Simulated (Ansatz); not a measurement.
Input of an Ansatz 0.2.0 run:

File input.yaml:

```yaml
crystal:
  lattice:
    - [0.0, 2.82685, 2.82685]
    - [2.82685, 0.0, 2.82685]
    - [2.82685, 2.82685, 0.0]
  atoms:
    - { symbol: As, position: [0.75, 0.75, 0.75] }
    - { symbol: Ga, position: [0.0, 0.0, 0.0] }
hamiltonian:
  xc: pbe
  pseudopotentials: { kind: paw }
kpoints:
  mp_grid: { grid: [8, 8, 8] }
scf:
  occupations: { method: gaussian, width: 0.029 }
output:
  forces: true
  stress: true
  eigenvalues: true
```

Potentials or basis: Ansatz PAW.

The run is started by

```console
$ ansatz run input.yaml --threads 2 --pin off --max-ram 5632MiB --backend cpu --events-out ev --progress --plain --runs-dir out
```

Problem. What does it give for the band gap on the k mesh?

Solution. 0.52 eV, direct.

Problem. Predict the pressure.

Solution. 3.3 GPa.

**Measured values to compare with.**

From “Evidence of valence band perturbations in GaAsN/GaAs(001): A combined variable-angle spectroscopic ellipsometry and modulated photoreflectance investigation”, 2008, arxiv:0805.2212, for a bulk crystal of GaAs at 300 K: band gap 1.412 ± 0.01 eV (direct).

A measured gap of GaAs is 1.412 eV (direct; 300 K; “Evidence of valence band perturbations in GaAsN/GaAs(001): A combined variable-angle spectroscopic ellipsometry and modulated photoreflectance investigation”, 2008, arxiv:0805.2212); the calculated 0.52 eV misses it by -0.90 eV. 3 values of this kind are on record (1.412 to 1.51 eV); this one was drawn at random among those near their median, those with a stated uncertainty first. Spin-orbit coupling on As, Ga is left out. The value is that of PBE on a finite k mesh, which can miss the band edges, without temperature or zero-point motion. Semilocal functionals fall short of measured gaps as a rule.
